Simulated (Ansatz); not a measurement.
**Quasiparticle gap of LiBr (Fm-3m)**

Aim: the quasiparticle gap of LiBr (Fm-3m), starting from HSE06.

Main program and level: Ansatz 0.2.0; HSE06, then G0W0 on it, plane waves, PAW.

## (1) Starting point

The structure is cubic, space group Fm-3m (No. 225). The conventional cell has a = 5.501 Å, b = 5.501 Å, c = 5.501 Å, α = 90.00°, β = 90.00°, γ = 90.00°. Nearest to Li lie 6 Br at 2.75 Å. Nearest to Br lie 6 Li at 2.75 Å. Farther neighbours and most contacts between anions are not listed.

The cell and positions come from the Crystallography Open Database and are kept as given unless a step says otherwise.

The logs state that the PAW files were generated under PBE.

## (2) The starting point: HSE06

HSE06 mixes in a quarter of exact exchange at short range.

This step: DFT, HSE06, plane waves, PAW; PAW set soft_1.

File input.yaml:

```yaml
crystal:
  lattice:
    - [0.0, 2.75065, 2.75065]
    - [2.75065, 0.0, 2.75065]
    - [2.75065, 2.75065, 0.0]
  atoms:
    - { symbol: Li, position: [0.0, 0.0, 0.0] }
    - { symbol: Br, position: [0.5, 0.5, 0.5] }
kpoints:
  mp_grid: { grid: [4, 4, 4] }
  band_path:
    path:
      - [0.0, 0.0, 0.0]
      - [0.5, 0.0, 0.5]
      - [0.625, 0.25, 0.625]
      - [0.375, 0.375, 0.75]
      - [0.5, 0.5, 0.5]
      - [0.5, 0.25, 0.75]
      - [0.075, 0.075, 0.15]
    npoints: 1
hamiltonian:
  xc: hse06
  pseudopotentials: { kind: paw, azcp: { folder: soft_1 } }
scf:
  occupations: { method: fixed }
  n_extra_bands: 4
output:
  eigenvalues: true
```

Command:

```bash
> ansatz run input.yaml --threads 24 --pin off --max-ram 82944MiB --backend cuda --events-out ev --progress --plain --runs-dir out --devices 1 --max-vram 78GiB
```

Numbers of over 12 decimals in the logs are rounded to 6 here.

Output:

```text
scf.n_extra_bands = 4 over 5 filled bands (N_el = 10.0): the run solves 9 bands
GPUs: using 1 of 1 available (devices: 1).
Engine: ansatz 0.2.0, aarch64-unknown-linux-gnu
Pseudopotentials: kind: paw
Pseudopotential: Li, paw, valence charge 3, recommended cutoff 420 eV (normal), soft_1/Li.paw.azcp
Pseudopotential: Br, paw, valence charge 7, recommended cutoff 420 eV (normal), soft_1/Br.paw.azcp
Functional definition: HSE06
  parameter a = 0.25
  parameter omega = 0.11/bohr
  exchange = pbe_x - a*pbe_x_sr(omega) + a*exact_x_sr(omega)
  correlation = pbe_c
davidson cushion auto → on  (no smearing: the cushion is to keep the highest requested band from converging to the state above it; pin scf.eigensolver.cushion to override)
device memory: the entry about to start is reckoned to put 1.7 GiB on a device that reports 155.9 GiB free (of which the cap on the GPU budget leaves the run 78.0 GiB)
GPU FFT provider: cuFFT
GPU libraries: cuBLAS 13.8.1, cuFFT 12.4.0, cuSOLVER 12.3.2
GPU matrix products: emulated (plane waves: as basis.precision tells), large ones in fixed point in workspaces of 1.00 GiB
Crystal: 2 atoms, lattice volume = 41.623 Å³
Basis set: ecut = 420 eV, 869 PW (Γ)
Bands: 9, of which v1, the nominal top of the filled ones, is band 5 counted from 1 (4 counted from 0)
Symmetry: 48 space group operations
Space group: Fm-3m (ITA 225), of the structure as read, at distance tolerance 3.5e-5 Å
k-points: 8 of 64
Non-local potential: Li, projectors of the file, l = 0: 3, l = 1: 2, l = 2: 1
Non-local potential: Br, projectors of the file, l = 0: 2, l = 1: 2, l = 2: 2
PAW form: soft (Blöchl's): semilocal exchange-correlation on the pseudo side does not see the compensation charge
PAW frozen core: Br, regenerated for the run's functional, and the local potential with it (the file was generated under x = pbe(κ = 0.804, μ = 0.219515), c = pbe(β = 0.066725))
PAW one-centre angular grid: Li, 110 points (default); XC on 160 Gauss nodes
PAW one-centre angular grid: Br, 110 points (default); XC on 64 Gauss nodes
Initial density: superposition of atomic densities (chi_scale 0.1, normalization cell, long waves kept (reshape's long-wave potential 0.00 eV rms))
Initial wavefunctions: pseudopotential atomic-orbital guess
GPU buffer pool allocated for 19683 grid points (all kernels)
GPU transforms: local potential and band sums: pruned to the plane-wave sphere, on 25×25×25
Functional: x = pbe(κ = 0.804, μ = 0.219515), c = pbe(β = 0.066725), warm-up for x = pbe(κ = 0.804, μ = 0.219515) + 0.25 (exact − pbe) at short range (hse, ω = 0.207870 Å⁻¹), c = pbe(β = 0.066725); HSE06 as pw.x's `hse` composes it (authors' and Libxc's form: `xc: wpbeh`)
SCF iter   1: F=—  HF=-2990.955856 eV  |F-HF|=—  |Δ(HF+E_count)|=         —  Δρ=2.43e-2  dr2=1.85e-1  ethr=1.00e-1  ⟨swp⟩=5.5  Hψ=273  notcnv=0
preconditioner: auto → none  [insulator: Δε(μ)=4.538 eV  Ē_g=12.673 eV  n_scr=8 (ndim 8)  ℏωp=16.3 eV  f_vac=0.000]
SCF iter   2: F=—  HF=-2990.950574 eV  |F-HF|=—  |Δ(HF+E_count)|=   5.28e-3  Δρ=1.15e-2  dr2=3.60e-2  ethr=1.85e-3  ⟨swp⟩=3.8  Hψ=212  notcnv=0
iter 3 solved again at ethr=1.12e-5 eV; its pass at ethr=3.60e-4 eV (dr2=1.12e-3 eV) is discarded
SCF iter   3: F=-2990.957096 eV  HF=-2990.956930 eV  |F-HF|=1.66e-4  |Δ(HF+E_count)|=   6.36e-3  Δρ=2.00e-3  dr2=1.16e-3  ethr=1.12e-5  ⟨swp⟩=2.2  Hψ=384  notcnv=0
SCF 1 stopped early in 3 iterations: F = -2990.957096 eV  dr2 = 1.16e-3
  greatest PAW one-centre occupation: 0.999 electrons in one spin orbital (limit 2), on the Li atom at site 0 (counted from 0), in its partial waves of l = 0
device memory: the entry about to start is reckoned to put 2.0 GiB on a device that reports 155.9 GiB free (of which the cap on the GPU budget leaves the run 78.0 GiB)
GPU FFT provider: cuFFT
GPU libraries: cuBLAS 13.8.1, cuFFT 12.4.0, cuSOLVER 12.3.2
GPU matrix products: emulated (plane waves: as basis.precision tells), large ones in fixed point in workspaces of 1.00 GiB
Initial density: handed on by an earlier stage of this run
Initial wavefunctions: those handed on with the density
GPU buffer pool allocated for 19683 grid points (all kernels)
GPU transforms: local potential and band sums: pruned to the plane-wave sphere, on 25×25×25
Functional: x = pbe(κ = 0.804, μ = 0.219515) + 0.25 (exact − pbe) at short range (hse, ω = 0.207870 Å⁻¹), c = pbe(β = 0.066725); HSE06 as pw.x's `hse` composes it (authors' and Libxc's form: `xc: wpbeh`)
Exchange kernel: α = 0.2500, screened, ω = 0.2079 Å⁻¹, Wigner–Seitz truncation, v(0) = 1022.6547 eV·Å³, q-mesh 4×4×4, nearest image of the exchange supercell L = 15.56 Å, pair-density grid 15×15×15, without the augmentation charges, whose exchange is taken in its separable form by FFT convolution over the k-point mesh (sized by the pseudopotential files, 24×24×24 at the most), smooth part of the exact exchange by density-matrix convolution in up to 674.7 MiB of GPU memory as planned if the GPU has room (build and FFT work areas not counted)
Frozen-core exchange: fock
SCF iter   1: F=—  HF=-2993.041917 eV  |F-HF|=—  |Δ(HF+E_count)|=         —  Δρ=4.08e-3  dr2=4.18e-3  ethr=1.16e-4  ⟨swp⟩=4.4  Hψ=278  notcnv=0
preconditioner: auto → none  [insulator: Δε(μ)=6.091 eV  Ē_g=14.526 eV  n_scr=8 (ndim 8)  ℏωp=16.3 eV  f_vac=0.001]
SCF iter   2: F=—  HF=-2993.042055 eV  |F-HF|=—  |Δ(HF+E_count)|=   1.38e-4  Δρ=1.71e-3  dr2=9.36e-4  ethr=3.80e-5  ⟨swp⟩=2.0  Hψ=176  notcnv=0
SCF iter   3: F=—  HF=-2993.043698 eV  |F-HF|=—  |Δ(HF+E_count)|=   1.64e-3  Δρ=3.50e-4  dr2=1.09e-4  ethr=7.54e-6  ⟨swp⟩=3.0  Hψ=208  notcnv=0
SCF iter   4: F=—  HF=-2993.043668 eV  |F-HF|=—  |Δ(HF+E_count)|=   3.00e-5  Δρ=4.84e-5  dr2=2.09e-6  ethr=9.39e-7  ⟨swp⟩=3.0  Hψ=204  notcnv=0
SCF iter   5: F=-2993.043682 eV  HF=-2993.043682 eV  |F-HF|=2.48e-7  |Δ(HF+E_count)|=   1.43e-5  Δρ=2.69e-5  dr2=6.08e-7  ethr=3.73e-9  ⟨swp⟩=4.1  Hψ=280  notcnv=0
SCF 2 stopped early in 5 iterations: F = -2993.043682 eV  dr2 = 6.08e-7
hybrid outer 1: dexx = +1.884e-3 eV, tail = 5.26e-6 eV
GPU FFT provider: cuFFT
GPU libraries: cuBLAS 13.8.1, cuFFT 12.4.0, cuSOLVER 12.3.2
GPU matrix products: emulated (plane waves: as basis.precision tells), large ones in fixed point in workspaces of 1.00 GiB
GPU buffer pool allocated for 19683 grid points (all kernels)
GPU transforms: local potential and band sums: pruned to the plane-wave sphere, on 25×25×25
Exchange kernel: α = 0.2500, screened, ω = 0.2079 Å⁻¹, Wigner–Seitz truncation, v(0) = 1022.6547 eV·Å³, q-mesh 4×4×4, nearest image of the exchange supercell L = 15.56 Å, pair-density grid 15×15×15, without the augmentation charges, whose exchange is taken in its separable form by FFT convolution over the k-point mesh (sized by the pseudopotential files, 24×24×24 at the most), smooth part of the exact exchange by density-matrix convolution in up to 674.7 MiB of GPU memory as planned if the GPU has room (build and FFT work areas not counted)
Frozen-core exchange: fock
SCF iter   1: F=—  HF=-2993.043799 eV  |F-HF|=—  |Δ(HF+E_count)|=         —  Δρ=1.72e-5  dr2=5.37e-8  ethr=2.63e-7  ⟨swp⟩=3.0  Hψ=187  notcnv=0
preconditioner: auto → none  [insulator: Δε(μ)=6.156 eV  Ē_g=14.556 eV  n_scr=8 (ndim 8)  ℏωp=16.3 eV  f_vac=0.001]
SCF iter   2: F=-2993.043799 eV  HF=-2993.043799 eV  |F-HF|=2.42e-9  |Δ(HF+E_count)|=   5.77e-8  Δρ=8.40e-6  dr2=1.14e-8  ethr=5.22e-10  ⟨swp⟩=4.0  Hψ=251  notcnv=0
SCF 3 converged in 2 iterations: F = -2993.043799 eV  dr2 = 1.14e-8
hybrid outer 2: dexx = +5.380e-8 eV, tail = 2.66e-8 eV, Δε = 1.53e-3 eV (about 1.13e-4 eV left of the loop's levels)
device memory: the entry about to start is reckoned to put 0.3 GiB on a device that reports 155.9 GiB free (of which the cap on the GPU budget leaves the run 78.0 GiB)
NSCF: frozen V_eff on 7 k-points
hybrid SCF converged: 2 outer / 7 inner (+3 warm-up), last move |dexx| = 5.38e-8 eV, tail = 2.66e-8 eV
Stability not checked: this state was not tested for a lower state beside it, because the functional holds exact exchange (a hybrid, or Hartree-Fock), whose exchange loop this test does not read (fock_operator; see scf.lower_state_search)
Free energy (F): -2993.043799 eV
Frozen-core exchange: fock
Harris-Foulkes:  -2993.043799 eV  (|F-HF|=2.42e-9)
Internal energy: -2993.043799 eV  (E = F + TS)
E sigma→0 (E₀):  -2993.043799 eV
Fermi energy:    1.234044 eV
--- Per-component energies (eV) ---
  E_band       = -118.780350
  E_kinetic    = 148.441298
  E_local      = -299.215682  (includes V_loc(G=0)·N_el)
  E_nonlocal   = 31.323896
  E_hartree    = 80.870874
  E_xc         = -164.320278
  E_vxc        = -97.664570  (∫ρ·V_xc dr)
  E_exx        = -24.716873  (= α·E_x^exact, valence–valence)
  E_paw        = -2357.138960  (= ΣΔE_a)
  E_vpaw       = -13.973939  (= ΣTr[D̂ρ^β])
  E_aug_tail   = 0.000252  (compensation charges beyond the density's cutoff)
  E_ewald      = -407.925104
  E_core_change = -0.363221  (= ΣΔE_core)
  E_smearing   = -0.000000  (= −TS)
  E_closure    = 0.000000  (closes the sum)
  Σ components = -2993.043799   (vs F -2993.043799, Δ=0.00e0)
--- Band table (eV; the first three rows and the last of 8) ---
  k-point 0: bands = ["-46.0726", "-13.3350", "1.2340", "1.2340", "1.2340", "7.3903", "13.0434", "13.0434", "13.0434"]
  k-point 1: bands = ["-46.0720", "-13.0836", "-0.5519", "1.0825", "1.0825", "8.4317", "11.7658", "11.7658", "12.3050"]
  k-point 2: bands = ["-46.0714", "-12.8037", "-1.8808", "0.9453", "0.9453", "8.0425", "10.6309", "10.6309", "14.5200"]
  k-point 7: bands = ["-46.0708", "-12.5949", "-1.0595", "-1.0595", "0.0129", "10.5231", "11.1577", "11.9833", "11.9833"]
```

The job ended after 4.2 s (1 × NVIDIA GB200 (shared by 2 runs) with 24 threads of Arm Neoverse V2, shared host; peak memory 1.1 GiB; 8 s of CPU time).

This step gave:

- gap: 6.152 eV
- valence top at: k = (0.075, 0.075, 0.150)
- conduction bottom at: Γ
- least direct gap: 6.156 eV
- exact-exchange fraction: 0.25

Over mesh and listed points the gap is 6.152 eV, from k = (0.075, 0.075, 0.150) to k = Γ. The least direct gap found is 6.156 eV, at k = Γ. On the 4×4×4 mesh alone the same run gives 6.156 eV, so that mesh misses an edge of HSE06: 6.156 − 6.152 = +0.004 eV.

(Continued in part 2 of 2.)

[Paths, hosts, dates, memory and timing lines, banners, echoed tables and standing remarks are left out of the program output.]

[Logs are printed without paths, hosts, clocks, repeated set-up lines and the standing remarks that a program may print on its own settings, such as how far it seeks lower states.]

[Runs of the session that timed out or met a known fault of the program may be left out.]

[Cells called generated may have been cut or substituted from an entry of the Crystallography Open Database or the Materials Project.]

[Hosts, paths, dates, database ids (printed as entryN), source tags and the programs' standing remarks are cut or masked in the printed files.]

[Where an RPA ε∞ is given, it is that of the G0W0 mesh and is not shown converged in it. Names of k-points follow the symmetry that the program found, which can be lower than the space group named. Band edges on a path are those of the sampled points; other points can move an edge, and change direct to indirect where valleys lie close.]

[Hybrid gaps are those of their k-mesh and are not shown converged in it.]
